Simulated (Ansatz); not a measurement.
Reaction (hydrogen abstraction from a C–H bond): `[CH]F` + `F[C](F)F`• → `[C]F`• + `FC(F)F`

Program: Ansatz. Geometries: PBE0-D4/def2-TZVP. ΔE: electronic, gas phase. CBS: MP2 limit from def2 TZ/QZ plus the TZ coupled-cluster correction, frozen cores. This one scheme is used for every species. DFT in def2-TZVPP. B3LYP here is the variant with VWN-RPA as its local correlation; programs differ in this. No spin–orbit coupling; open shells (•) take unrestricted orbitals.

`[CH]F`:

```xyz
3

C    -0.359   -0.331   -0.144
F     0.451    0.457   -0.787
H    -0.092   -0.126    0.931
```

`F[C](F)F`•:

Z-matrix (Å, degrees):
```
C
F 1 1.313
F 1 1.313 2 111.4
F 1 1.313 2 111.4 3 125.1
```

`[C]F`•:

Z-matrix (Å, degrees):
```
C
F 1 1.268
```

`FC(F)F`:

Z-matrix (Å, degrees):
```
C
F 1 1.331
F 1 1.331 2 108.5
F 1 1.331 2 108.5 3 -117.7
H 1 1.093 2 110.4 3 121.1
```

```csv
level,ΔE (kJ/mol)
B3LYP,-133.9
SCS-MP2/def2-QZVPP,-145.8
```

Task: What does CCSD(T)/CBS give? (An estimate is asked.)

Result: The calculation gave: -141.2 kJ/mol. The listed levels differ from it by 7.3, -4.6 kJ/mol.

Largest T1 diagnostic among the species: 0.020.

From BLYP to BHLYP (50 % exact exchange), in def2-TZVPP and without D4, ΔE moves by −15.8 kJ/mol. Leaving LDA and LC-ωPBE aside and taking each functional with its dispersion term where it has one, the values, not all of them listed here, spread over 16.6 kJ/mol, from BHLYP-D4 to PBE-D4.

CCSD(T)/CBS has its own doubt, a few kJ/mol and more with outer-core shells, so smaller differences from it don't rank the levels.
